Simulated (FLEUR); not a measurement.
A run of FLEUR MaX-R8.1 (later development tree) is set up as follows.

File inp.xml:

```xml
<?xml version="1.0" encoding="UTF-8" standalone="no"?>
<fleurInput fleurInputVersion="0.39">
   <comment>
      CaO                                                                                                 
   </comment>
   <calculationSetup>
      <cutoffs Kmax="4.12" Gmax="12.8" GmaxXC="12.8" numbands="0"/>
      <scfLoop itmax="60" minDistance="0.00001" maxIterBroyd="15" imix="Anderson" alpha="0.05" precondParam="0.0" spinf="2.0" sdNocoIR="T"/>
      <coreElectrons ctail="T" frcor="F" kcrel="0" coretail_lmax="0"/>
      <xcFunctional name="Rpbe" relativisticCorrections="F"/>
      <magnetism jspins="1"/>
      <soc l_soc="F" theta="0.0" phi="0.0" spav="F"/>
      <expertModes spex="0" secvar="F"/>
      <geometryOptimization l_f="F" forcealpha="1.0" forcemix="BFGS" epsdisp="0.00001" epsforce="0.00001"/>
      <ldaU l_linMix="F" mixParam="0.05" spinf="1.0"/>
   </calculationSetup>
   <cell>
      <bzIntegration valenceElectrons="16.0" mode="hist" fermiSmearingEnergy="0.00183747">
         <kPointListSelection listName="default-1"/>
         <!-- k-points included here -->
         <xi:include xmlns:xi="http://www.w3.org/2001/XInclude" href="kpts.xml"> </xi:include>
      </bzIntegration>
      <!-- symmetry operations included here -->
      <xi:include xmlns:xi="http://www.w3.org/2001/XInclude" href="sym.xml"> </xi:include>
      <bulkLattice scale="1.0">
         <bravaisMatrix>
            <row-1>    0.0000000000000000     4.5420619906623356     4.5420619906623356</row-1>
            <row-2>    4.5420619906623356     0.0000000000000000     4.5420619906623356</row-2>
            <row-3>    4.5420619906623356     4.5420619906623356     0.0000000000000000</row-3>
         </bravaisMatrix>
      </bulkLattice>
   </cell>
   <atomSpecies>
      <species name="Calcium (Ca)" element="Ca" atomicNumber="20">
         <mtSphere radius="2.38" gridPoints="787" logIncrement="0.015"/>
         <atomicCutoffs lmax="10" lnonsphr="8"/>
         <electronConfig flipSpins="F">
            <coreConfig>(1s1/2) (2s1/2) (2p1/2) (2p3/2)</coreConfig>
            <valenceConfig>(3s1/2) (3p1/2) (3p3/2) (4s1/2)</valenceConfig>
         </electronConfig>
         <energyParameters s="4" p="3" d="3" f="4"/>
         <lo type="SCLO" l="0" n="3" eDeriv="0"/>
         <lo type="HELO" l="1" n="4" eDeriv="0"/>
         <lo type="HELO" l="1" n="4" eDeriv="1"/>
         <lo type="SCLO" l="2" n="3" eDeriv="2"/>
         <lo type="SCLO" l="3" n="4" eDeriv="2"/>
      </species>
      <species name="Oxygen (O)" element="O" atomicNumber="8">
         <mtSphere radius="1.82" gridPoints="603" logIncrement="0.018"/>
         <atomicCutoffs lmax="8" lnonsphr="6"/>
         <electronConfig flipSpins="F">
            <coreConfig>(1s1/2)</coreConfig>
            <valenceConfig>(2s1/2) (2p1/2) (2p3/2)</valenceConfig>
            <stateOccupation state="(2p1/2)" spinUp="0.666667" spinDown="0.666667"/>
            <stateOccupation state="(2p3/2)" spinUp="1.333333" spinDown="1.333333"/>
         </electronConfig>
         <energyParameters s="2" p="2" d="3" f="4"/>
         <lo type="SCLO" l="0" n="2" eDeriv="2"/>
         <lo type="SCLO" l="1" n="2" eDeriv="2"/>
         <lo type="SCLO" l="2" n="3" eDeriv="2"/>
      </species>
   </atomSpecies>
   <atomGroups>
      <atomGroup species="Calcium (Ca)">
         <relPos label="                   1">.0000000000 .0000000000 .0000000000</relPos>
         <force calculate="T" relaxXYZ="TTT"/>
      </atomGroup>
      <atomGroup species="Oxygen (O)">
         <relPos label="                   2">1.000/2.000 1.000/2.000 1.000/2.000</relPos>
         <force calculate="T" relaxXYZ="TTT"/>
      </atomGroup>
   </atomGroups>
   <output dos="F" band="F" slice="F">
      <checks vchk="F" cdinf="F"/>
      <bandDOS minEnergy="-.5*Htr" maxEnergy="0.5*Htr" sigma="0.015" storeEVData="T"/>
      <vacuumDOS vacdos="F" integ="F" star="F" nstars="0" locx1="0.0" locy1="0.0" locx2="0.0" locy2="0.0" nstm="0" tworkf="0.0"/>
      <unfoldingBand unfoldBand="F" supercellX="1" supercellY="1" supercellZ="1"/>
      <plotting iplot="0" polar="F">
         <plot TwoD="T" vec1="  1.0  0.0  0.0" vec2="  0.0  1.0  0.0" vec3="  0.0  0.0  1.0" zero="  0.0  0.0  0.0" file="plot"/>
      </plotting>
      <chargeDensitySlicing numkpt="0" minEigenval="0.0" maxEigenval="0.0" nnne="0" pallst="F"/>
      <specialOutput eonly="F"/>
      <moessbauerParams electricFieldGradient="T" isomerShift="T" coreHyperfine="T" valenceHyperfine="T"/>
      <magneticCircularDichroism mcd="F" energyLo="-10.0" energyUp="0.0"/>
   </output>
  <!-- We include the file relax.xml here to enable relaxations (see documentation) -->
  <xi:include xmlns:xi="http://www.w3.org/2001/XInclude" href="relax.xml"> <xi:fallback/> </xi:include>
</fleurInput>
```

crystal.txt

```
CaO
&input cartesian=F /
0.0000000000  2.4035556960  2.4035556960
2.4035556960  0.0000000000  2.4035556960
2.4035556960  2.4035556960  0.0000000000
1.8897261246
1.0 1.0 1.0

2
20 0.0000000000  0.0000000000  0.0000000000
8 0.5000000000  0.5000000000  0.5000000000

&kpt div1=10 div2=10 div3=10 gamma=T /
```

Contents of inp.xml (bands):

```
<?xml version="1.0" encoding="UTF-8" standalone="no"?>
<fleurInput fleurInputVersion="0.39">
   <comment>
      CaO                                                                                                 
   </comment>
   <calculationSetup>
      <cutoffs Kmax="4.12" Gmax="12.8" GmaxXC="12.8" numbands="0"/>
      <scfLoop itmax="60" minDistance="0.00001" maxIterBroyd="15" imix="Anderson" alpha="0.05" precondParam="0.0" spinf="2.0" sdNocoIR="T"/>
      <coreElectrons ctail="T" frcor="F" kcrel="0" coretail_lmax="0"/>
      <xcFunctional name="Rpbe" relativisticCorrections="F"/>
      <magnetism jspins="1"/>
      <soc l_soc="F" theta="0.0" phi="0.0" spav="F"/>
      <expertModes spex="0" secvar="F"/>
      <geometryOptimization l_f="F" forcealpha="1.0" forcemix="BFGS" epsdisp="0.00001" epsforce="0.00001"/>
      <ldaU l_linMix="F" mixParam="0.05" spinf="1.0"/>
   </calculationSetup>
   <cell>
      <bzIntegration valenceElectrons="16.0" mode="hist" fermiSmearingEnergy="0.00183747">
         <kPointListSelection listName="path-1"/>
         <!-- k-points included here -->
         <xi:include xmlns:xi="http://www.w3.org/2001/XInclude" href="kpts.xml"> </xi:include>
      </bzIntegration>
      <!-- symmetry operations included here -->
      <xi:include xmlns:xi="http://www.w3.org/2001/XInclude" href="sym.xml"> </xi:include>
      <bulkLattice scale="1.0">
         <bravaisMatrix>
            <row-1>    0.0000000000000000     4.5420619906623356     4.5420619906623356</row-1>
            <row-2>    4.5420619906623356     0.0000000000000000     4.5420619906623356</row-2>
            <row-3>    4.5420619906623356     4.5420619906623356     0.0000000000000000</row-3>
         </bravaisMatrix>
      </bulkLattice>
   </cell>
   <atomSpecies>
      <species name="Calcium (Ca)" element="Ca" atomicNumber="20">
         <mtSphere radius="2.38" gridPoints="787" logIncrement="0.015"/>
         <atomicCutoffs lmax="10" lnonsphr="8"/>
         <electronConfig flipSpins="F">
            <coreConfig>(1s1/2) (2s1/2) (2p1/2) (2p3/2)</coreConfig>
            <valenceConfig>(3s1/2) (3p1/2) (3p3/2) (4s1/2)</valenceConfig>
         </electronConfig>
         <energyParameters s="4" p="3" d="3" f="4"/>
         <lo type="SCLO" l="0" n="3" eDeriv="0"/>
         <lo type="HELO" l="1" n="4" eDeriv="0"/>
         <lo type="HELO" l="1" n="4" eDeriv="1"/>
         <lo type="SCLO" l="2" n="3" eDeriv="2"/>
         <lo type="SCLO" l="3" n="4" eDeriv="2"/>
      </species>
      <species name="Oxygen (O)" element="O" atomicNumber="8">
         <mtSphere radius="1.82" gridPoints="603" logIncrement="0.018"/>
         <atomicCutoffs lmax="8" lnonsphr="6"/>
         <electronConfig flipSpins="F">
            <coreConfig>(1s1/2)</coreConfig>
            <valenceConfig>(2s1/2) (2p1/2) (2p3/2)</valenceConfig>
            <stateOccupation state="(2p1/2)" spinUp="0.666667" spinDown="0.666667"/>
            <stateOccupation state="(2p3/2)" spinUp="1.333333" spinDown="1.333333"/>
         </electronConfig>
         <energyParameters s="2" p="2" d="3" f="4"/>
         <lo type="SCLO" l="0" n="2" eDeriv="2"/>
         <lo type="SCLO" l="1" n="2" eDeriv="2"/>
         <lo type="SCLO" l="2" n="3" eDeriv="2"/>
      </species>
   </atomSpecies>
   <atomGroups>
      <atomGroup species="Calcium (Ca)">
         <relPos label="                   1">.0000000000 .0000000000 .0000000000</relPos>
         <force calculate="T" relaxXYZ="TTT"/>
      </atomGroup>
      <atomGroup species="Oxygen (O)">
         <relPos label="                   2">1.000/2.000 1.000/2.000 1.000/2.000</relPos>
         <force calculate="T" relaxXYZ="TTT"/>
      </atomGroup>
   </atomGroups>
   <output dos="F" band="T" slice="F">
      <checks vchk="F" cdinf="F"/>
      <bandDOS minEnergy="-.5*Htr" maxEnergy="0.5*Htr" sigma="0.015" storeEVData="T"/>
      <vacuumDOS vacdos="F" integ="F" star="F" nstars="0" locx1="0.0" locy1="0.0" locx2="0.0" locy2="0.0" nstm="0" tworkf="0.0"/>
      <unfoldingBand unfoldBand="F" supercellX="1" supercellY="1" supercellZ="1"/>
      <plotting iplot="0" polar="F">
         <plot TwoD="T" vec1="  1.0  0.0  0.0" vec2="  0.0  1.0  0.0" vec3="  0.0  0.0  1.0" zero="  0.0  0.0  0.0" file="plot"/>
      </plotting>
      <chargeDensitySlicing numkpt="0" minEigenval="0.0" maxEigenval="0.0" nnne="0" pallst="F"/>
      <specialOutput eonly="F"/>
      <moessbauerParams electricFieldGradient="T" isomerShift="T" coreHyperfine="T" valenceHyperfine="T"/>
      <magneticCircularDichroism mcd="F" energyLo="-10.0" energyUp="0.0"/>
   </output>
  <!-- We include the file relax.xml here to enable relaxations (see documentation) -->
  <xi:include xmlns:xi="http://www.w3.org/2001/XInclude" href="relax.xml"> <xi:fallback/> </xi:include>
</fleurInput>
```

Potentials or basis: all-electron, FLAPW.

Run with:

```bash
$ inpgen -f crystal.txt -profile fastHighL
$ # inp.xml edited to the form shown
$ fleur_MPI
$ fleur_MPI   # second run, on inp.xml (bands)
```

(1) Predict the band gap along the path.

(2) What does it give for the band gap on the k mesh?

Results:

(1) 3.93 eV, indirect (least direct gap 4.30 eV).

(2) 3.93 eV, indirect (least direct gap 4.30 eV).
